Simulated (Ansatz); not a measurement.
# Cu (Copper) (110): surface energy and levels, part 2 of 3

The task, for Cu (Copper): compute energy, relaxation and work function or band edges of the (110) face.

Ansatz 0.2.0; DFT LDA, scalar-relativistic, plane waves, PAW.

## Step 4: The slab as cut, atoms at the bulk's places

The cell repeats along c, and a dipole correction in the vacuum removes the field between the copies.

Contents of input.yaml:

```yaml
crystal:
  lattice:
    - [2.4880527801, 0.0, 0.0]
    - [0.0, 3.5186379855, 0.0]
    - [0.0, 0.0, 27.4402639006]
  atoms:
    - { symbol: Cu, position: [0.5, 0.5, 0.2733209865] }
    - { symbol: Cu, position: [0.0, 0.0, 0.3186567892] }
    - { symbol: Cu, position: [0.5, 0.5, 0.3639925919] }
    - { symbol: Cu, position: [0.0, 0.0, 0.4093283946] }
    - { symbol: Cu, position: [0.5, 0.5, 0.4546641973] }
    - { symbol: Cu, position: [0.0, 0.0, 0.5] }
    - { symbol: Cu, position: [0.5, 0.5, 0.5453358027] }
    - { symbol: Cu, position: [0.0, 0.0, 0.5906716054] }
    - { symbol: Cu, position: [0.5, 0.5, 0.6360074081] }
    - { symbol: Cu, position: [0.0, 0.0, 0.6813432108] }
    - { symbol: Cu, position: [0.5, 0.5, 0.7266790135] }
basis:
  ecutwfc: 420
kpoints:
  mp_grid: { grid: [14, 10, 1] }
hamiltonian:
  xc: lda
scf:
  occupations: { method: gaussian, width: 0.1 }
output:
  forces: true
  stress: true
  eigenvalues: true
  write_density: true
  write_potential: true
  elf: true
  volumetric_format: npy
efield:
  axis: 3
  dipole_correction: true
```

Run with:

```sh
$ ansatz run input.yaml --threads 2 --pin off --max-ram 5120MiB --backend cpu --events-out ev --progress --plain --runs-dir out
```

Standard output:

```text
Warning: RAYON_NUM_THREADS=2 ignored (pool sized by the plan → 2); use --threads N
Engine: ansatz 0.2.0, aarch64-unknown-linux-gnu
Pseudopotentials: kind: paw
Pseudopotential: Cu, paw, valence charge 19, recommended cutoff 420 eV (normal), Cu.paw.azcp
Functional definition: SPW92
  exchange = slater_x
  correlation = pw_c
Crystal: 11 atoms, lattice volume = 240.227 Å³
Basis set: ecut = 420 eV, 4669 PW (Γ)
Bands: 126, of which v1, the nominal top of the filled ones, is band 105 counted from 1 (104 counted from 0)
Symmetry: 4 space group operations
k-points: 48 of 140
Non-local potential: Cu, projectors of the file, l = 0: 3, l = 1: 2, l = 2: 3, l = 3: 1
PAW form: soft (Blöchl's): semilocal exchange-correlation on the pseudo side does not see the compensation charge
PAW frozen core: Cu, regenerated for the run's functional, and the local potential with it (the file was generated under x = pbe(κ = 0.804, μ = 0.2195149727645171), c = pbe(β = 0.06672455060314922))
PAW one-centre angular grid: Cu, 590 points (default); XC on 64 Gauss nodes
Initial density: superposition of atomic densities (neutral atoms: chi_scale 0, normalization atom), corrected by the library's trained network
Initial wavefunctions: pseudopotential atomic-orbital guess
Functional: x = slater, c = lda
SCF iter   1: F=—  HF=-72110.633454 eV  |F-HF|=—  |Δ(HF+E_count)|=         —  Δρ=1.75e-2  dr2=7.25e-1  ethr=1.77e-3  p=0.000 e·Å  D=2.66e-13 V/Å  ΔV_dip=-0.00 eV  dr2_dipole=2.95e-9  V_vac-E_F(+/−)=4.43/4.43 eV  ⟨swp⟩=6.6  Hψ=23858  notcnv=0  defer=232
efield: sawtooth ramp at fractional position 0.9500 (placed from the atoms, in the widest stretch of the axis that holds none; the zero of the levels goes with the place), width 0.1000; the density the first Hamiltonian is built on has a dipole p = 0.000 e·Å; the dipole correction subtracts the counter field D = 2.66e-13 V/Å, which shifts the + side's vacuum level by -0.00 eV against the − side's; the planar-averaged density in the ramp window peaks in size at 1.5e-5 e/Å³
preconditioner: auto → LDOS  [metal: Δε(μ)=0.002 eV  Ē_g=9.223 eV  σ=0.100 eV  W_gap=0.01  n_scr=70 (ndim 8)  ℏωp=26.4 eV  f_vac=0.467  D(μ)=3.79/eV (n_scr^D=14)  β→1.0]
SCF iter   2: F=—  HF=-72111.364026 eV  |F-HF|=—  |Δ(HF+E_count)|=   7.31e-1  Δρ=4.77e-2  dr2=2.91e0  ethr=3.47e-4  p=0.000 e·Å  D=3.98e-6 V/Å  ΔV_dip=-0.00 eV  dr2_dipole=2.13e-8  V_vac-E_F(+/−)=4.83/4.83 eV  ⟨swp⟩=3.0  Hψ=14459  notcnv=0  defer=673  recentre
SCF iter   3: F=—  HF=-72110.553692 eV  |F-HF|=—  |Δ(HF+E_count)|=   8.10e-1  Δρ=4.84e-3  dr2=4.43e-2  ethr=3.47e-4  p=0.000 e·Å  D=1.34e-6 V/Å  ΔV_dip=-0.00 eV  dr2_dipole=1.30e-9  V_vac-E_F(+/−)=4.61/4.61 eV  ⟨swp⟩=2.5  Hψ=11861  notcnv=0  defer=685
SCF iter   4: F=—  HF=-72110.544865 eV  |F-HF|=—  |Δ(HF+E_count)|=   8.83e-3  Δρ=7.50e-4  dr2=1.28e-3  ethr=2.12e-5  p=0.000 e·Å  D=5.76e-7 V/Å  ΔV_dip=-0.00 eV  dr2_dipole=2.77e-11  V_vac-E_F(+/−)=4.65/4.65 eV  ⟨swp⟩=2.6  Hψ=9777  notcnv=0  defer=685
SCF iter   5: F=—  HF=-72110.544806 eV  |F-HF|=—  |Δ(HF+E_count)|=   5.94e-5  Δρ=3.69e-4  dr2=2.23e-4  ethr=6.10e-7  p=-0.000 e·Å  D=-3.43e-7 V/Å  ΔV_dip=0.00 eV  dr2_dipole=1.59e-10  V_vac-E_F(+/−)=4.65/4.65 eV  ⟨swp⟩=2.8  Hψ=10550  notcnv=0  defer=685
SCF iter   6: F=—  HF=-72110.544835 eV  |F-HF|=—  |Δ(HF+E_count)|=   2.85e-5  Δρ=1.70e-4  dr2=4.46e-5  ethr=1.07e-7  p=-0.000 e·Å  D=-3.48e-8 V/Å  ΔV_dip=0.00 eV  dr2_dipole=9.44e-12  V_vac-E_F(+/−)=4.65/4.65 eV  ⟨swp⟩=2.2  Hψ=8395  notcnv=0  defer=685
SCF iter   7: F=—  HF=-72110.545030 eV  |F-HF|=—  |Δ(HF+E_count)|=   1.96e-4  Δρ=8.43e-5  dr2=1.33e-5  ethr=2.13e-8  p=-0.000 e·Å  D=-7.14e-8 V/Å  ΔV_dip=0.00 eV  dr2_dipole=6.55e-12  V_vac-E_F(+/−)=4.66/4.66 eV  ⟨swp⟩=2.2  Hψ=8438  notcnv=0  defer=685
SCF iter   8: F=—  HF=-72110.545031 eV  |F-HF|=—  |Δ(HF+E_count)|=   6.98e-7  Δρ=2.04e-5  dr2=8.49e-7  ethr=6.36e-9  p=-0.000 e·Å  D=-9.01e-9 V/Å  ΔV_dip=0.00 eV  dr2_dipole=1.92e-13  V_vac-E_F(+/−)=4.66/4.66 eV  ⟨swp⟩=2.1  Hψ=8189  notcnv=0  defer=687
SCF iter   9: F=—  HF=-72110.545031 eV  |F-HF|=—  |Δ(HF+E_count)|=   5.65e-7  Δρ=1.09e-5  dr2=2.04e-7  ethr=4.06e-10  p=-0.000 e·Å  D=-5.56e-9 V/Å  ΔV_dip=0.00 eV  dr2_dipole=5.25e-13  V_vac-E_F(+/−)=4.66/4.66 eV  ⟨swp⟩=2.8  Hψ=9334  notcnv=0  defer=687
SCF iter  10: F=—  HF=-72110.545032 eV  |F-HF|=—  |Δ(HF+E_count)|=   2.63e-7  Δρ=5.89e-6  dr2=1.09e-7  ethr=4.78e-11  p=0.000 e·Å  D=6.84e-9 V/Å  ΔV_dip=-0.00 eV  dr2_dipole=8.38e-14  V_vac-E_F(+/−)=4.66/4.66 eV  ⟨swp⟩=20.1  Hψ=55472  notcnv=0
SCF iter  11: F=-72110.545032 eV  HF=-72110.545032 eV  |F-HF|=2.84e-9  |Δ(HF+E_count)|=   7.06e-8  Δρ=2.33e-6  dr2=1.99e-8  ethr=4.78e-11  p=0.000 e·Å  D=2.47e-9 V/Å  ΔV_dip=-0.00 eV  dr2_dipole=1.91e-15  V_vac-E_F(+/−)=4.66/4.66 eV  ⟨swp⟩=11.7  Hψ=42004  notcnv=0
SCF 1 converged in 11 iterations: F = -72110.545032 eV  dr2 = 1.99e-8
WARN: The output density's exchange-correlation potential varies sharply where the density is thin. Do not read a vacuum level from v_tot or v_xc, or from such a field of the output density. On a cell that repeats whose density bears no net charge and no dipole along the vacuum's axis use v_es (v_loc + v_h of the components); under efield.dipole_correction with no amplitude use v_es + v_field, which holds any external_charges[].barrier, or the levels of the report's work_function block, which leave it out; under a non-zero efield.amplitude the vacuum is tilted and has no level; on a cell that repeats and bears such a dipole with no correction it is tilted too, and efield.dipole_correction with no amplitude gives each side of its ramp a level where efield: is served; in a cell that repeats whose density bears a net charge (total_charge, or a fill off its count) it is curved and has none; of a slab under crystal.periodic whose density bears no net charge use v_es, which has a level on each side, short of where the two are joined; of another it falls or rises all the way out and has none; of a slab beside external_charges read slab_vacuum_level instead, which it has where they leave it neutral. The grid or the basis barely resolves most such structure, and the values can differ between equally converged runs; as a rule a tighter scf.convergence.dr2_threshold does not remove it. Where the density itself ripples (under the LDA too) a higher basis.ecutwfc lessens it. The files hold the spikes' plane waves up to the density's cutoff. Files: v_tot_of_output_density and the like, and their columns of v_z.tsv (output.write_potential); v_xc_of_output_density and the like, and their columns of v_comp_z.tsv (output.write_potential_components). Measured: with its Gaussian average of σ = 0.25 Å subtracted twice, the exchange-correlation potential is over 0.1 eV at 28 of the grid points where the equally averaged density (valence and model cores) is under 1e-3 e/Å³, and 0.197 eV at the most among them, at an averaged density of 1.6e-5 e/Å³. The input density's (outcome.potential() and, of a run that writes arrays, v_tot and v_xc) is over 0.1 eV, so measured, at 34 points of its own thin density, 0.196 eV at the most. See output.write_potential in the manual, Limitations
SCF converged after 11 iterations
Free energy (F): -72110.545032 eV
Harris-Foulkes:  -72110.545032 eV  (|F-HF|=2.84e-9)
Internal energy: -72110.525783 eV  (E = F + TS)
E sigma→0 (E₀):  -72110.535407 eV
Entropy (-TS):   -0.019249 eV (-1.750 meV/atom)
Fermi energy:    6.754185 eV
Dipole field:    D = -0.000000 V/Å  (p = -0.000000 e·Å, saw-weighted, corrected)
Work function:   Φ+ = 4.6582 eV   Φ− = 4.6582 eV
Levels:          The Fermi level and band energies are counted from a zero that moves with the ramp; work functions are not
--- Per-component energies (eV) ---
  E_band       = -6030.823321
  E_kinetic    = 3313.479630
  E_local      = -564414.992079  (includes V_loc(G=0)·N_el)
  E_nonlocal   = 4337.967148
  E_hartree    = 278490.090230
  E_xc         = -982.699231
  E_vxc        = -1274.551101  (∫ρ·V_xc dr)
  E_paw        = -17526.181963  (= ΣΔE_a)
  E_vpaw       = -4972.992119  (= ΣTr[D̂ρ^β])
  E_aug_tail   = 0.002748  (compensation charges beyond the density's cutoff)
  E_efield     = 0.000000  (sawtooth field / dipole correction)
  E_vefield    = 0.000000  (∫n·V_field dr)
  E_ewald      = 224666.861473
  E_core_change = 4.946261  (= ΣΔE_core)
  E_smearing   = -0.019249  (= −TS)
  E_closure    = -0.000000  (closes the sum)
  Σ components = -72110.545032   (vs F -72110.545032, Δ=0.00e0)
--- Forces (eV/Å), atoms counted from 1 ---
  atom   1  Cu     0.00000000     0.00000000     0.53453536
  atom   2  Cu     0.00000000    -0.00000000    -0.46061860
  atom   3  Cu     0.00000000    -0.00000000    -0.03536898
  atom   4  Cu     0.00000000     0.00000000     0.02060961
  atom   5  Cu     0.00000000     0.00000000     0.00158336
  atom   6  Cu     0.00000000    -0.00000000    -0.00000003
  atom   7  Cu     0.00000000    -0.00000000    -0.00158331
  atom   8  Cu     0.00000000    -0.00000000    -0.02060957
  atom   9  Cu     0.00000000     0.00000000     0.03536901
  atom  10  Cu     0.00000000     0.00000000     0.46061854
  atom  11  Cu     0.00000000    -0.00000000    -0.53453535
  max |Σ_I F_I| component: 4.09e-8 eV/Å
--- Stress (GPa, compression-positive) ---
       -1.777584      -0.000000       0.000000
       -0.000000      -2.128210      -0.000000
        0.000000      -0.000000      -1.271702
  P = ⅓ Tr σ = -1.7258 GPa (-17.258 kbar)
--- Band table (eV; the first three rows and the last of 48) ---
  k-point 0: bands = ["-105.2574", "-105.2516", "-105.2493", "-105.1942", "-105.1923", "-105.1857", "-105.1857", "-105.1268", "-105.1268", "-104.5972", "-104.5972", "-63.1151", "-63.1123", "-63.0990", "-63.0850", "-63.0776", "-63.0631", "-63.0359", "-63.0275", "-63.0212", "-63.0203", "-63.0139", "-63.0130", "-63.0080", "-62.9900", "-62.9828", "-62.9743", "-62.9699", "-62.9690", "-62.9668", "-62.9631", "-62.9598", "-62.9348", "-62.9348", "-62.9279", "-62.9271", "-62.8990", "-62.8990", "-62.4405", "-62.4405", "-62.4015", "-62.4015", "-62.3864", "-62.3864", "-3.1430", "-2.5554", "-1.6389", "-0.4960", "0.7107", "1.4082", "1.6512", "1.7611", "1.8763", "2.0514", "2.0769", "2.1871", "2.3934", "2.6021", "2.7843", "2.8605", "2.8951", "2.9907", "3.0732", "3.0852", "3.2770", "3.3178", "3.3202", "3.4541", "3.4610", "3.5028", "3.5034", "3.5674", "3.5869", "3.7870", "3.8065", "3.8210", "3.8326", "4.0002", "4.0254", "4.0345", "4.1537", "4.1674", "4.2617", "4.2661", "4.3152", "4.3327", "4.3882", "4.4624", "4.4736", "4.5364", "4.6289", "4.6378", "4.7599", "4.7765", "4.8440", "4.8499", "4.9579", "5.0769", "5.1012", "5.1121", "5.1127", "5.1803", "5.2759", "5.2805", "5.8140", "6.8442", "8.2909", "8.5387", "9.6174", "9.8900", "11.0359", "11.2067", "11.4100", "12.6726", "12.6935", "12.7937", "14.4627", "14.4742", "14.6854", "14.8381", "14.9253", "15.3304", "16.0037", "16.3989", "16.7477", "17.4820"]
  k-point 1: bands = ["-105.2571", "-105.2514", "-105.2492", "-105.1944", "-105.1924", "-105.1857", "-105.1857", "-105.1269", "-105.1269", "-104.5972", "-104.5972", "-63.1159", "-63.1128", "-63.0978", "-63.0911", "-63.0762", "-63.0622", "-63.0353", "-63.0265", "-63.0198", "-63.0196", "-63.0127", "-63.0100", "-63.0089", "-62.9870", "-62.9870", "-62.9741", "-62.9698", "-62.9690", "-62.9685", "-62.9636", "-62.9608", "-62.9352", "-62.9347", "-62.9273", "-62.9268", "-62.8992", "-62.8992", "-62.4405", "-62.4405", "-62.4017", "-62.4017", "-62.3863", "-62.3863", "-3.0150", "-2.4313", "-1.5243", "-0.4029", "0.7546", "1.4111", "1.6432", "1.7292", "1.9094", "2.0441", "2.0924", "2.1421", "2.3641", "2.5633", "2.7842", "2.9728", "2.9869", "3.0234", "3.1405", "3.1708", "3.3043", "3.3370", "3.3619", "3.4390", "3.4811", "3.5173", "3.5388", "3.5740", "3.5912", "3.7305", "3.7658", "3.8174", "3.8267", "3.8422", "3.9293", "4.0430", "4.1653", "4.1931", "4.2559", "4.2950", "4.3279", "4.3533", "4.4192", "4.4208", "4.4491", "4.5905", "4.5979", "4.6264", "4.7261", "4.8039", "4.8256", "4.8369", "4.9955", "5.0312", "5.0630", "5.1088", "5.1393", "5.1771", "5.2621", "5.2650", "5.8195", "6.8749", "7.8241", "8.3294", "8.8228", "9.8254", "10.1911", "11.1354", "11.5146", "11.6656", "12.8373", "12.9211", "13.3391", "14.6696", "15.1538", "15.2172", "15.4661", "15.8086", "16.4009", "16.5820", "17.3026", "17.5324"]
  k-point 2: bands = ["-105.2565", "-105.2510", "-105.2491", "-105.1951", "-105.1927", "-105.1857", "-105.1856", "-105.1271", "-105.1271", "-104.5973", "-104.5972", "-63.1231", "-63.1072", "-63.0981", "-63.0962", "-63.0811", "-63.0608", "-63.0286", "-63.0237", "-63.0211", "-63.0176", "-63.0120", "-63.0057", "-63.0013", "-62.9939", "-62.9845", "-62.9775", "-62.9716", "-62.9695", "-62.9691", "-62.9652", "-62.9636", "-62.9351", "-62.9343", "-62.9262", "-62.9261", "-62.8998", "-62.8998", "-62.4406", "-62.4406", "-62.4021", "-62.4021", "-62.3860", "-62.3859", "-2.6353", "-2.0645", "-1.1881", "-0.1379", "0.8650", "1.3824", "1.5625", "1.6821", "1.9091", "1.9971", "2.0971", "2.1054", "2.3333", "2.6051", "2.8748", "3.0822", "3.1389", "3.1707", "3.2623", "3.3170", "3.3592", "3.3799", "3.4020", "3.4821", "3.5590", "3.5688", "3.5789", "3.5976", "3.6297", "3.6706", "3.6914", "3.7438", "3.7746", "3.8508", "3.8876", "3.9062", "4.0225", "4.0798", "4.2570", "4.2774", "4.3832", "4.4000", "4.4067", "4.4603", "4.4818", "4.4871", "4.6260", "4.6269", "4.6821", "4.7912", "4.8132", "4.8681", "4.9416", "4.9912", "5.0144", "5.1403", "5.1485", "5.1562", "5.2381", "5.2393", "5.8365", "6.4796", "6.9632", "7.3876", "8.3524", "8.4123", "9.6982", "9.8746", "11.5608", "11.7748", "12.1267", "12.9756", "13.3044", "13.4698", "14.8304", "15.3869", "15.5826", "16.4736", "17.6262", "17.7553", "17.9760", "18.0246"]
  k-point 47: bands = ["-105.2478", "-105.2429", "-105.2417", "-105.1898", "-105.1864", "-105.1785", "-105.1784", "-105.1205", "-105.1205", "-104.5902", "-104.5902", "-63.1225", "-63.1144", "-63.1096", "-63.1036", "-63.1001", "-63.0950", "-63.0796", "-63.0736", "-63.0508", "-63.0486", "-63.0339", "-63.0292", "-63.0202", "-63.0186", "-63.0143", "-63.0019", "-63.0018", "-62.9959", "-62.9848", "-62.9743", "-62.9626", "-62.9586", "-62.9585", "-62.9387", "-62.9387", "-62.9252", "-62.9251", "-62.5180", "-62.5180", "-62.3960", "-62.3960", "-62.3797", "-62.3797", "1.2271", "1.2383", "1.5661", "1.6131", "2.0132", "2.1108", "2.2045", "2.2342", "2.4312", "2.4694", "2.4743", "2.5868", "2.7101", "2.8285", "2.8428", "2.8700", "2.9105", "3.0921", "3.1231", "3.1676", "3.1760", "3.2729", "3.2909", "3.3350", "3.3973", "3.4333", "3.4562", "3.4755", "3.4988", "3.6163", "3.6816", "3.7057", "3.9497", "4.0127", "4.0212", "4.1753", "4.2786", "4.2805", "4.3265", "4.4531", "4.6506", "4.6608", "4.8362", "4.9773", "4.9784", "4.9851", "5.0032", "5.0165", "5.0414", "5.0939", "5.1243", "5.1632", "5.1787", "5.3324", "5.3428", "6.0880", "6.1656", "7.2001", "7.3205", "8.5071", "8.6930", "9.9488", "10.2345", "10.9064", "10.9130", "11.0942", "11.1103", "11.4090", "11.4404", "11.5195", "11.8624", "11.8999", "12.2270", "12.5091", "12.7187", "13.5636", "13.9456", "13.9954", "14.2836", "14.8216", "15.7019", "16.2271"]
```

Wall time 3 min (2 threads of Arm Neoverse V1, shared host); peak memory 1.2 GiB.

From the log: work function 4.66 eV.

Density in a lattice plane of the grid's cell (edges 2.49 and 27.44 Å, at 0.500 of the third edge), which holds Cu.

Values in e/Å³, 12 rows by 6 columns:
```
0.00 0.00 0.00 0.00 0.00 0.00
0.00 0.00 0.00 0.01 0.00 0.00
0.17 0.31 1.56 3.63 1.56 0.31
0.19 0.25 0.49 0.81 0.49 0.25
0.18 0.21 0.32 0.41 0.32 0.21
0.18 0.19 0.26 0.34 0.26 0.19
0.18 0.21 0.32 0.41 0.32 0.21
0.19 0.25 0.49 0.81 0.49 0.25
0.17 0.31 1.56 3.63 1.56 0.31
0.00 0.00 0.00 0.01 0.00 0.00
0.00 0.00 0.00 0.00 0.00 0.00
0.00 0.00 0.00 0.00 0.00 0.00
```
Columns run along the first of these edges and rows up along the second, over one cell in 6 and 12 even steps from the bottom left corner. Atoms in the plane (fractional): Cu at (0.50, 0.27), Cu at (0.50, 0.36), Cu at (0.50, 0.45), Cu at (0.50, 0.55), Cu at (0.50, 0.64), Cu at (0.50, 0.73).

ELF in the same plane.

Ten even steps from '0' (0.00) to '9' (0.88):
```
000000
000000
000000
000000
222222
222222
213631
222222
225952
222222
225952
222222
213631
222222
222222
000000
000000
000000
000000
000000
```
Columns run along the first of these edges and rows up along the second, over one cell in 6 and 20 even steps from the bottom left corner. Atoms in the plane (fractional): Cu at (0.50, 0.27), Cu at (0.50, 0.36), Cu at (0.50, 0.45), Cu at (0.50, 0.55), Cu at (0.50, 0.64), Cu at (0.50, 0.73).

Both are smooth fields of the valence electrons: close to the nuclei they are not physical.

(Part 2 of 3 ends here.)
